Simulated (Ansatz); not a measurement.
# Be: ideal shear of a crystal plane

Theory: Ansatz 0.2.0, DFT PBE, scalar-relativistic, plane waves, PAW. Settings: plane waves to 420 eV, k-mesh 28×28×6 (Γ-centred), Gaussian smearing 0.15 eV. No spin polarisation. Energies are free energies at this smearing, counted from the undisturbed cell; pressure is positive in compression.

The starting cell (relaxed at this level; this bcc form isn't the usual structure):

```xyz
6
Lattice="-1.2502 1.2502 -1.2502 -1.2502 -1.2502 1.2502 0.0000 7.5013 7.5013" Properties=species:S:1:pos:R:3 pbc="T T T"
Be    0.0000    6.8761    6.8761
Be   -1.2502    0.6250    0.6250
Be    0.0000    1.8752    1.8752
Be   -1.2502    3.1254    3.1254
Be    0.0000    4.3756    4.3756
Be   -1.2502    5.6258    5.6258
```

The cut lies on the cell's a–b face, a (0 1 1) plane (indices in the standard cell, whose axes needn't be the Cartesian ones shown) of area 4.42 Å², between layers 1.77 Å apart. Vector c is tilted by f times 1·a − 1·b (length 3.536 Å) with the atoms' Cartesian places fixed: one unrelaxed fault a cell. The traction is dγ/du, the slope of γ against the slip u in Å. Some rows repeat others by symmetry and weren't run.

| f | γ (mJ/m²) | traction (GPa) |
| --- | --- | --- |
| 0.0000 | 0 | 0.0 |
| 0.0833 | 38 | 3.7 |
| 0.1667 | 310 | 16.2 |
| 0.2500 | 1027 | 32.3 |
| 0.3333 | 2135 | 40.3 |
| 0.4167 | 3193 | 27.8 |
| 0.5000 | 3623 | 0.0 |
| 0.5833 | 3193 | -27.8 |
| 0.6667 | 2135 | -40.3 |
| 0.7500 | 1027 | -32.3 |
| 0.8333 | 310 | -16.2 |
| 0.9167 | 38 | -3.7 |

Question: Read off the first barrier and the stress needed to climb it, and compare with Frenkel's sinusoid.

Answer: The first sampled maximum lies at f = 0.500, a slip of 1.77 Å, with γ ≈ 3623 mJ/m², which stands in for the unstable fault energy γ_us, and the steepest sampled slope before it is 40.3 GPa. A sinusoid γ = γ_us sin²(πu/λ) with its maximum there has λ = 3.54 Å and a largest slope πγ_us/λ = 32.2 GPa (1 mJ/m² per Å = 0.01 GPa).

Question: Is there a metastable fault on this line?

Answer: Apart from points where γ returns to about zero, no local minimum shows among the samples, so at this sampling the line offers no fault for a dislocation to split on; a fault can still lie off the line.

The cut is rigid; relaxing the faces lowers these energies and usually the stresses.

In a metal these slopes depend on the k mesh and the smearing.

Cost: 7 runs of about 5.1 core-minutes in all, on Arm Neoverse V1 (shared hosts).